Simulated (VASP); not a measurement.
# InSe (R3m) in VASP: a series of runs

One crystal, InSe, is run at these levels: PBE, LDA; tasks: band structure, equation of state.

Program: VASP 6.6.1. These are calculated values, not measurements. Logs are shortened: lines on timing, memory, paths and dates and some standing lists are left out, and cuts for length are marked.

**Measured values to compare with.**

“The Interaction of Hydrogen with the van der Waals Crystal γ-InSe”, 2020, pmc:7321205 reports, for a bulk crystal of InSe at 300 K: band gap 1.25 eV.

The runs below are set against these values where they give the same quantity.

## 1. Starting point

It takes space group R3m (No. 160, trigonal). The conventional cell has a = 4.000 Å, b = 4.000 Å, c = 25.320 Å, α = 90.00°, β = 90.00°, γ = 120.00°. In (site symmetry 3m) is surrounded by 3 Se at 2.63 Å and 1 In at 2.82 Å. Around In (site symmetry 3m) lie 3 Se at 2.64 Å and 1 In at 2.82 Å. Around Se (site symmetry 3m) lie 3 In at 2.63 Å. Se (site symmetry 3m) has 3 In at 2.64 Å as nearest neighbours.

## 2. Band structure, PBE

POSCAR reads:

```
InSe
1.0
    2.0000000000      1.1547005384      8.4400000000
   -2.0000000000      1.1547005384      8.4400000000
    0.0000000000     -2.3094010768      8.4400000000
In Se
2 2
Direct
    0.8886000000      0.8886000000      0.8886000000
    0.0000000000      0.0000000000      0.0000000000
    0.1719000000      0.1719000000      0.1719000000
    0.3835000000      0.3835000000      0.3835000000
```

INCAR.step1 reads:

```
PREC = Accurate
ENCUT = 520
EDIFF = 1E-6
ISMEAR = -1
SIGMA = 0.05
LREAL = False
LASPH = True
NELM = 80
ALGO = Normal
ISIF = 2
LWAVE = False
LCHARG = True
GGA = PE
```

KPOINTS.step1 reads:

```
Automatic mesh
0
Gamma
  8 8 8
```

INCAR.step2 reads:

```
PREC = Accurate
ENCUT = 520
EDIFF = 1E-6
ISMEAR = 0
SIGMA = 0.05
LREAL = False
LASPH = True
NELM = 80
ALGO = Normal
ISIF = 2
LWAVE = False
LCHARG = False
GGA = PE
ICHARG = 11
```

KPOINTS.step2 reads:

```
path GLB1,BZGX,QFP1Z,LP
20
line-mode
reciprocal
 0.0000000000  0.0000000000  0.0000000000  G
 0.5000000000  0.0000000000  0.0000000000  L

 0.5000000000  0.0000000000  0.0000000000  L
 0.5000000000  0.1791451724 -0.1791451724  B1

 0.8208548276  0.5000000000  0.1791451724  B
 0.5000000000  0.5000000000  0.5000000000  Z

 0.5000000000  0.5000000000  0.5000000000  Z
 0.0000000000  0.0000000000  0.0000000000  G

 0.0000000000  0.0000000000  0.0000000000  G
 0.3395725862  0.0000000000 -0.3395725862  X

 0.6604274138  0.3395725862  0.0000000000  Q
 0.5000000000  0.5000000000  0.0000000000  F

 0.5000000000  0.5000000000  0.0000000000  F
 0.6604274138  0.6604274138  0.1791451724  P1

 0.6604274138  0.6604274138  0.1791451724  P1
 0.5000000000  0.5000000000  0.5000000000  Z

 0.5000000000  0.0000000000  0.0000000000  L
 0.8208548276  0.3395725862  0.3395725862  P
```

Potentials or basis: VASP PAW PBE potentials, release 64 (In_d, Se).

The run is started by

```bash
cat potpaw_PBE.64/In_d/POTCAR potpaw_PBE.64/Se/POTCAR > POTCAR
cp INCAR.step1 INCAR
cp KPOINTS.step1 KPOINTS
mpirun -np 1 vasp_std > vasp.out
cp INCAR.step2 INCAR
cp KPOINTS.step2 KPOINTS
mpirun -np 1 vasp_std > vasp.out
```

OUTCAR:

```text
PREC = Accurate
   ENCUT = 520
   EDIFF = 1E-6
   ISMEAR = 0
   LREAL = False
   LASPH = True
   NELM = 80
   ISIF = 2
   GGA = PE
   ICHARG = 11

 ion  position               nearest neighbor table
   1  0.889  0.889  0.889-   3 2.63   3 2.63   3 2.63   2 2.82
   2  0.000  0.000  0.000-   4 2.64   4 2.64   4 2.64   1 2.82
   3  0.172  0.172  0.172-   1 2.63   1 2.63   1 2.63
   4  0.383  0.383  0.383-   2 2.64   2 2.64   2 2.64

  LATTYP: Found a trigonal (rhomboedric) cell.
 ALAT       =     8.7502533297
 COS(alpha) =     0.8955162542

  Lattice vectors:

 A1 = (   2.0000000000,   1.1547005384,   8.4400000000)
 A2 = (  -2.0000000000,   1.1547005384,   8.4400000000)
 A3 = (   0.0000000000,  -2.3094010768,   8.4400000000)

Analysis of symmetry for initial positions (statically):
=====================================================================
 Subroutine PRICEL returns:
 Original cell was already a primitive cell.

 Routine SETGRP: Setting up the symmetry group for a
 trigonal (rhombohedral) supercell.

 Subroutine GETGRP returns: Found  6 space group operations
 (whereof  6 operations were pure point group operations)
 out of a pool of 12 trial point group operations.

The static configuration has the point symmetry C_3v.

Analysis of symmetry for dynamics (positions and initial velocities):
=====================================================================
 Subroutine PRICEL returns:
 Original cell was already a primitive cell.

 Routine SETGRP: Setting up the symmetry group for a
 trigonal (rhombohedral) supercell.

 Subroutine GETGRP returns: Found  6 space group operations
 (whereof  6 operations were pure point group operations)
 out of a pool of 12 trial point group operations.

The dynamic configuration has the point symmetry C_3v.

 Subroutine INISYM returns: Found  6 space group operations
 (whereof  6 operations are pure point group operations),
 and found     1 'primitive' translations

----------------------------------------------------------------------------------------

                                     Primitive cell

  volume of cell :     116.9481

  direct lattice vectors                    reciprocal lattice vectors
     2.000000000  1.154700538  8.440000000     0.250000000  0.144337567  0.039494471
    -2.000000000  1.154700538  8.440000000    -0.250000000  0.144337567  0.039494471
     0.000000000 -2.309401077  8.440000000     0.000000000 -0.288675135  0.039494471

  length of vectors
     8.750253330  8.750253330  8.750253330     0.291364285  0.291364285  0.291364285

  position of ions in fractional coordinates (direct lattice)
     0.888600000  0.888600000  0.888600000
     0.000000000  0.000000000  0.000000000
     0.171900000  0.171900000  0.171900000
     0.383500000  0.383500000  0.383500000

  ion indices of the primitive-cell ions
   primitive index   ion index
                 1           1
                 2           2
                 3           3
                 4           4

----------------------------------------------------------------------------------------

 KPOINTS: path GLB1,BZGX,QFP1Z,LP

Interpolating k-points between supplied coordinates.

 Line segments in fractional coordinates (reciprocal lattice):
    0.000000  0.000000  0.000000  ...  0.500000  0.000000  0.000000
    0.500000  0.000000  0.000000  ...  0.500000  0.179145 -0.179145
    0.820855  0.500000  0.179145  ...  0.500000  0.500000  0.500000
    0.500000  0.500000  0.500000  ...  0.000000  0.000000  0.000000
    0.000000  0.000000  0.000000  ...  0.339573  0.000000 -0.339573
    0.660427  0.339573  0.000000  ...  0.500000  0.500000  0.000000
    0.500000  0.500000  0.000000  ...  0.660427  0.660427  0.179145
    0.660427  0.660427  0.179145  ...  0.500000  0.500000  0.500000
    0.500000  0.000000  0.000000  ...  0.820855  0.339573  0.339573

 Generated    20 points on each line segment, for a total of    180 k-points:

 Following reciprocal coordinates:
            Coordinates               Weight
  0.000000  0.000000  0.000000      0.005556
[... 39 lines left out ...]
  energy-cutoff  :      520.00
  volume of cell :      116.95
 maximum number of plane-waves:      3184
 NGX is ok and might be reduce to    70

 number of electron      37.9999998 magnetization

 Free energy of the ion-electron system (eV)
  ---------------------------------------------------
  ext. energy  EPLUGINS =         0.00000000
  ---------------------------------------------------
  free energy    TOTEN  =       -12.93316483 eV

  energy without entropy =      -12.93316483  energy(sigma->0) =      -12.93316483

 E-fermi :   4.3281     XC(G=0):  -8.9043

 val. band max:        4.1046392732   @ k =   0.5000   0.5000   0.5000
 cond. band min:       4.5336921671   @ k =   0.5000   0.5000   0.5000
 fundamental gap:      0.4290528939
 Fermi energy:         4.3281212430

 k-point     1 :       0.0000    0.0000    0.0000
  band No.  band energies     occupation
      1     -10.6761      2.00000
      2     -10.5084      2.00000
      3     -10.5084      2.00000
      4     -10.4361      2.00000
      5     -10.4361      2.00000
      6     -10.4113      2.00000
[... 15 lines left out ...]
     22       8.5004      0.00000
     23       8.5004      0.00000

 k-point     2 :       0.0263    0.0000    0.0000
  band No.  band energies     occupation
      1     -10.6762      2.00000
      2     -10.5115      2.00000
      3     -10.5082      2.00000
      4     -10.4397      2.00000
      5     -10.4356      2.00000
      6     -10.4115      2.00000
[... 15 lines left out ...]
     22       8.4503      0.00000
     23       8.5084      0.00000

 k-point     3 :       0.0526    0.0000    0.0000
  band No.  band energies     occupation
      1     -10.6767      2.00000
      2     -10.5204      2.00000
      3     -10.5076      2.00000
      4     -10.4500      2.00000
      5     -10.4341      2.00000
      6     -10.4121      2.00000
[... 15 lines left out ...]
     22       8.3138      0.00000
     23       8.5317      0.00000
[... 495 lines left out ...]
 k-point    23 :       0.5000    0.0189   -0.0189
  band No.  band energies     occupation
      1     -10.8480      2.00000
      2     -10.7486      2.00000
      3     -10.6070      2.00000
      4     -10.5004      2.00000
      5     -10.4386      2.00000
      6     -10.3612      2.00000
[... 15 lines left out ...]
     22       7.7628      0.00000
     23       8.1147      0.00000

 k-point    24 :       0.5000    0.0283   -0.0283
  band No.  band energies     occupation
      1     -10.8478      2.00000
      2     -10.7489      2.00000
      3     -10.6069      2.00000
      4     -10.5014      2.00000
      5     -10.4376      2.00000
      6     -10.3620      2.00000
[... 15 lines left out ...]
     22       7.7887      0.00000
     23       8.1574      0.00000

 [... further k-points ...]

------------------------ aborting loop because EDIFF is reached ----------------------------------------

  FORCE on cell =-STRESS in cart. coord.  units (eV):
  Direction    XX          YY          ZZ          XY          YZ          ZX
  --------------------------------------------------------------------------------------
  -------------------------------------------------------------------------------------
  Total        3.7976244      3.7976244      1.8000851      0.0000000     -0.0000000      0.0000000
  in kB       52.0270896     52.0270896     24.6609933      0.0000000     -0.0000000      0.0000000
  external PRESSURE =      42.9050575 kB  Pullay stress =       0.0000000 kB

 VOLUME and BASIS-vectors are now :
 -----------------------------------------------------------------------------
  energy-cutoff  :      520.00
  volume of cell :      116.95
      direct lattice vectors                 reciprocal lattice vectors
     2.000000000  1.154700538  8.440000000     0.250000000  0.144337567  0.039494471
    -2.000000000  1.154700538  8.440000000    -0.250000000  0.144337567  0.039494471
     0.000000000 -2.309401077  8.440000000     0.000000000 -0.288675135  0.039494471

 POSITION                                       TOTAL-FORCE (eV/Angst)
 -----------------------------------------------------------------------------------
      0.00000      0.00000     22.49935         0.000000      0.000000      0.527560
      0.00000      0.00000      0.00000         0.000000      0.000000     -0.505509
      0.00000      0.00000      4.35251         0.000000     -0.000000     -0.607329
      0.00000      0.00000      9.71022         0.000000     -0.000000      0.585278
 -----------------------------------------------------------------------------------
    total drift:                               -0.000000      0.000000      0.000168

  FREE ENERGIE OF THE ION-ELECTRON SYSTEM (eV)
  ---------------------------------------------------
  free  energy   TOTEN  =       -12.9331648293 eV

  energy  without entropy=      -12.9331648293  energy(sigma->0) =      -12.93316483
```

Wall time 27 min (1 thread of Intel Xeon Platinum 8488C (Sapphire Rapids), shared host); peak memory 0.95 GiB.

Results:

| Item | Value |
| --- | --- |
| Band gap on the k mesh | 0.43 eV, direct |
| Band gap along the path | 0.43 eV, direct |

Levels at the corners of the path, in eV from the valence-band top:
```csv
point,band 17,band 18,band 19,band 20,band 21,band 22
Γ,-1.31,-1.22,-1.22,1.68,2.10,4.40
L,-2.34,-2.24,-1.67,1.21,1.96,3.64
L,-2.34,-2.24,-1.67,1.21,1.96,3.64
B1,-2.53,-2.24,-1.74,1.74,2.44,3.39
B,-2.53,-2.24,-1.74,1.74,2.44,3.39
Z,-1.14,-1.14,0.00,0.43,2.15,4.31
Z,-1.14,-1.14,0.00,0.43,2.15,4.31
Γ,-1.31,-1.22,-1.22,1.68,2.10,4.40
Γ,-1.31,-1.22,-1.22,1.68,2.10,4.40
X,-2.57,-2.22,-1.71,1.79,2.36,3.41
Q,-2.57,-2.22,-1.71,1.79,2.36,3.41
F,-2.50,-2.06,-1.50,1.18,1.97,3.30
F,-2.50,-2.06,-1.50,1.18,1.97,3.30
P1,-2.48,-2.09,-1.63,1.41,1.80,3.36
P1,-2.48,-2.09,-1.63,1.41,1.80,3.36
Z,-1.14,-1.14,0.00,0.43,2.15,4.31
L,-2.34,-2.24,-1.67,1.21,1.96,3.64
P,-2.48,-2.09,-1.63,1.41,1.80,3.36
```

Caveat: the log is that of the step along the path at fixed density, whose energy, stress, charges and moments have no meaning; spin-orbit coupling is left out, which moves the levels of the heavy elements.

## 3. Equation of state, LDA, 26.73 Å³/atom (a relaxed cell with its volume scaled by 0.96)

INCAR reads:

```
SYSTEM = InSe
  PREC = Accurate
  ENCUT = 520
  EDIFF = 1E-7
  ISMEAR = 0
  SIGMA = 0.02
  LREAL = .False.
  LASPH = .True.
  NELM = 60
  ALGO = Normal
  ISIF = 2
  LWAVE = .False.
  LCHARG = .False.
  KPAR = 2
```

KPOINTS reads:

```
regular mesh
0
Gamma
  8 8 8
  0 0 0
```

POSCAR reads:

```
InSe                                    
1.0
    1.9606172343      1.1319628880      8.0298778318
   -1.9606172343      1.1319628880      8.0298778318
    0.0000000000     -2.2639257760      8.0298778318
  In              Se            
     2     2
Direct
     0.8880883662839508    0.8880883662839508    0.8880883662839508
     0.0005323508428654    0.0005323508428654    0.0005323508428654
     0.1694384470714080    0.1694384470714080    0.1694384470714080
     0.3859408358017710    0.3859408358017710    0.3859408358017710
```

Potentials or basis: VASP PAW LDA potentials, release 64 (In_d, Se).

The run is started by

```bash
cat potpaw_LDA.64/In_d/POTCAR potpaw_LDA.64/Se/POTCAR > POTCAR
mpirun -np 2 vasp_std > vasp.out
```

It took 2.1 min on 2 MPI ranks of Intel Xeon 6975P-C (Granite Rapids), shared host; peak memory 0.49 GiB.

It converged, with:

```yaml
Free_energy: -16.6360 eV
Pressure: 2.5 GPa
Largest_force: 0.317 eV/Å
Band_gap_on_the_k_mesh: 0.32 eV, direct
```

Caveat: spin-orbit coupling is left out, which moves the levels of the heavy elements.

## 4. Equation of state, LDA, 27.29 Å³/atom (a relaxed cell with its volume scaled by 0.98)

INCAR is that of step 3.

KPOINTS is that of step 3.

POSCAR: that of step 3 with these lines changed.

```diff
@@ -2,5 +2,5 @@
 1.0
-    1.9606172343      1.1319628880      8.0298778318
-   -1.9606172343      1.1319628880      8.0298778318
-    0.0000000000     -2.2639257760      8.0298778318
+    1.9741391597      1.1397697753      8.0852580497
+   -1.9741391597      1.1397697753      8.0852580497
+    0.0000000000     -2.2795395506      8.0852580497
   In              Se
```

The run is started by

```bash
cat potpaw_LDA.64/In_d/POTCAR potpaw_LDA.64/Se/POTCAR > POTCAR
mpirun -np 2 vasp_std > vasp.out
```

Wall time 2.3 min (2 MPI ranks of Intel Xeon 6975P-C (Granite Rapids), shared host); peak memory 0.48 GiB.

The run converged. Its results:

```
Free energy            : -16.6622 eV
Pressure               : 1.2 GPa
Largest force          : 0.151 eV/Å
Band gap on the k mesh : 0.26 eV, direct
```

Caveat: spin-orbit coupling is left out, which moves the levels of the heavy elements.

## 5. Equation of state, LDA, 27.85 Å³/atom

INCAR is that of step 4.

KPOINTS is that of step 4.

POSCAR: that of step 4 with these lines changed.

```diff
@@ -2,5 +2,5 @@
 1.0
-    1.9741391597      1.1397697753      8.0852580497
-   -1.9741391597      1.1397697753      8.0852580497
-    0.0000000000     -2.2795395506      8.0852580497
+    1.9874783425      1.1474711560      8.1398898288
+   -1.9874783425      1.1474711560      8.1398898288
+    0.0000000000     -2.2949423121      8.1398898288
   In              Se
```

The run is started by

```bash
cat potpaw_LDA.64/In_d/POTCAR potpaw_LDA.64/Se/POTCAR > POTCAR
mpirun -np 2 vasp_std > vasp.out
```

It took 2.4 min on 2 MPI ranks of Intel Xeon 6975P-C (Granite Rapids), shared host; peak memory 0.5 GiB.

It converged, with:

```yaml
Free_energy: -16.6706 eV
Pressure: 0.0 GPa
Largest_force: 0.004 eV/Å
Band_gap_on_the_k_mesh: 0.21 eV, direct
```

Caveat: spin-orbit coupling is left out, which moves the levels of the heavy elements.

## 6. Equation of state, LDA, 28.40 Å³/atom (a relaxed cell with its volume scaled by 1.02)

INCAR is that of step 5.

KPOINTS is that of step 5.

POSCAR: that of step 5 with these lines changed.

```diff
@@ -2,5 +2,5 @@
 1.0
-    1.9874783425      1.1474711560      8.1398898288
-   -1.9874783425      1.1474711560      8.1398898288
-    0.0000000000     -2.2949423121      8.1398898288
+    2.0006408343      1.1550705242      8.1937979550
+   -2.0006408343      1.1550705242      8.1937979550
+    0.0000000000     -2.3101410485      8.1937979550
   In              Se
```

Potentials or basis: VASP PAW LDA potentials, release 64 (In_d, Se).

The run is started by

```bash
cat potpaw_LDA.64/In_d/POTCAR potpaw_LDA.64/Se/POTCAR > POTCAR
mpirun -np 2 vasp_std > vasp.out
```

It took 2.4 min on 2 MPI ranks of Intel Xeon 6975P-C (Granite Rapids), shared host; peak memory 0.49 GiB.

Results (log left out):

```yaml
Free_energy: -16.6633 eV
Pressure: -1.1 GPa
Largest_force: 0.147 eV/Å
Band_gap_on_the_k_mesh: 0.16 eV, direct
```

Caveat: spin-orbit coupling is left out, which moves the levels of the heavy elements.

## 7. Equation of state, LDA, 28.96 Å³/atom (a relaxed cell with its volume scaled by 1.04)

INCAR is that of step 6.

KPOINTS is that of step 6.

POSCAR: that of step 6 with these lines changed.

```diff
@@ -2,5 +2,5 @@
 1.0
-    2.0006408343      1.1550705242      8.1937979550
-   -2.0006408343      1.1550705242      8.1937979550
-    0.0000000000     -2.3101410485      8.1937979550
+    2.0136323725      1.1625711924      8.2470059262
+   -2.0136323725      1.1625711924      8.2470059262
+    0.0000000000     -2.3251423847      8.2470059262
   In              Se
```

The run is started by

```bash
cat potpaw_LDA.64/In_d/POTCAR potpaw_LDA.64/Se/POTCAR > POTCAR
mpirun -np 2 vasp_std > vasp.out
```

Run time: 2.2 min. Hardware: 2 MPI ranks of Intel Xeon 6975P-C (Granite Rapids), shared host; peak memory 0.49 GiB.

The run converged. Its results:

- Free energy: -16.6419 eV
- Pressure: -2.0 GPa
- Largest force: 0.280 eV/Å
- Band gap on the k mesh: 0.12 eV, direct

Caveat: spin-orbit coupling is left out, which moves the levels of the heavy elements.

## 8. Equation of state, LDA

This run uses another cell than the first one, of 27.85 Å³/atom, 0.952 times its volume.

Potentials or basis: VASP PAW LDA potentials, release 64 (In_d, Se).

No new run: the results of the series are fitted here.

What came out:

* Equilibrium volume: 27.86 Å³/atom
* Bulk modulus at fixed shape and positions: 57 GPa
* Pressure derivative of the bulk modulus: 4.7 (rough: it moves with the points fitted)

Energy against volume, from the lowest point:
| volume (Å³/atom) | energy (meV/atom) |
| --- | --- |
| 26.732 | 8.66 |
| 27.289 | 2.12 |
| 27.845 | 0.00 |
| 28.402 | 1.83 |
| 28.959 | 7.18 |

Caveat: the cell was scaled at fixed shape and fractional positions, which overstates the stiffness of a crystal with free parameters, most of all of layers and chains.

## 9. The reference run

An earlier run on the cell as given: functional PBE; potentials or basis VASP PAW PBE potentials, release 64 (In_d, Se); cutoff 520 eV; k mesh 8 × 8 × 8; occupations fermi-dirac, width 0.05 eV; no spin polarisation.

- Pressure: 2.8 GPa
- Largest force: 0.380 eV/Å
- Band gap on the k mesh: 0.43 eV, direct

## 10. Summary

| task | level | potentials or basis | cell | smearing | ladder | gap on the mesh (eV) |
| --- | --- | --- | --- | --- | --- | --- |
| band structure | PBE | VASP PAW PBE potentials, release 64 (In_d, Se) | R3m, 29.24 Å³/atom | fermi-dirac 0.05 eV | - | 0.43 |
| equation of state | LDA | VASP PAW LDA potentials, release 64 (In_d, Se) | R3m, 27.85 Å³/atom | gaussian 0.02 eV | gaps | - |
| single point | PBE | VASP PAW PBE potentials, release 64 (In_d, Se) | R3m, 29.24 Å³/atom | fermi-dirac 0.05 eV | - | 0.43 |

Alike in all rows: no spin polarisation; k mesh 8 × 8 × 8; cutoff (eV) 520.

Caveats: spin-orbit coupling is left out, which moves the levels of the heavy elements (some runs); the cell was scaled at fixed shape and fractional positions, which overstates the stiffness of a crystal with free parameters, most of all of layers and chains (some runs).

Total energies depend on the potentials used, so only differences within one code and one set of settings carry meaning.

## 11. Comparison with measurements

Step 2. A measured gap of InSe is 1.25 eV (300 K; “The Interaction of Hydrogen with the van der Waals Crystal γ-InSe”, 2020, pmc:7321205); the calculated 0.43 eV misses it by -0.82 eV. Spin-orbit coupling on In, Se is left out. The value is that of PBE, without temperature or zero-point motion. Semilocal functionals fall short of measured gaps as a rule.
